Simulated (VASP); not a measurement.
Input of a VASP 6.6.1 run:

File POSCAR:

```
SnTe3
1.0
    0.0000000000      3.8612190000      3.8612190000
    3.8612190000      0.0000000000      3.8612190000
    3.8612190000      3.8612190000      0.0000000000
Te Sn
3 1
Direct
    0.5000000000      0.5000000000      0.5000000000
    0.7500000000      0.7500000000      0.7500000000
    0.2500000000      0.2500000000      0.2500000000
    0.0000000000      0.0000000000      0.0000000000
```

The input INCAR.step1:

```
SYSTEM = SnTe3
PREC = Accurate
ENCUT = 600
EDIFF = 1E-8
ISMEAR = 0
SIGMA = 0.02
LREAL = .False.
LASPH = .True.
NELM = 60
ALGO = Normal
ISIF = 3
LWAVE = .False.
LCHARG = .False.
IBRION = 2
NSW = 40
EDIFFG = -0.002
KPAR = 4
```

Contents of INCAR.step2:

```
SYSTEM = SnTe3
PREC = Accurate
ENCUT = 600
EDIFF = 1E-8
ISMEAR = 0
SIGMA = 0.02
LREAL = .False.
LASPH = .True.
NELM = 60
ALGO = Normal
ISIF = 2
LWAVE = .False.
LCHARG = .False.
IBRION = 8
NSW = 1
LEPSILON = .True.
KPAR = 4
```

Contents of KPOINTS:

```
Automatic mesh
0
Gamma
  6 6 6
  0 0 0
```

Potentials or basis: VASP PAW LDA potentials, release 64 (Te, Sn_d).

Command:

```console
$ cat potpaw_LDA.64/Te/POTCAR potpaw_LDA.64/Sn_d/POTCAR > POTCAR
$ cp INCAR.step1 INCAR
$ mpirun -np 4 vasp_std > vasp.out
$ cp CONTCAR POSCAR
$ cp INCAR.step2 INCAR
$ mpirun -np 4 vasp_std > vasp.out
```

Q: Estimate the electronic dielectric tensor (diagonal).

A: 7566.70.

Q: Predict the Born charges (mean of the diagonal).

A: Te +79.12, -51.68; Sn +24.24 e.

Q: What does it give for the relaxed cell?

A: a = 5.335 Å, b = 5.335 Å, c = 5.335 Å, α = 60.00°, β = 60.00°, γ = 60.00°.

Final structure:
```xyz
4
Lattice="0.0000 3.7724 3.7724 3.7724 0.0000 3.7724 3.7724 3.7724 0.0000" Properties=species:S:1:pos:R:3 pbc="T T T"
Te    3.7724    3.7724    3.7724
Te    5.6585    5.6585    5.6585
Te    1.8862    1.8862    1.8862
Sn    0.0000    0.0000    0.0000
```

Caveat: some modes are imaginary. The run has no spin-orbit coupling, so splittings on Te are missing.
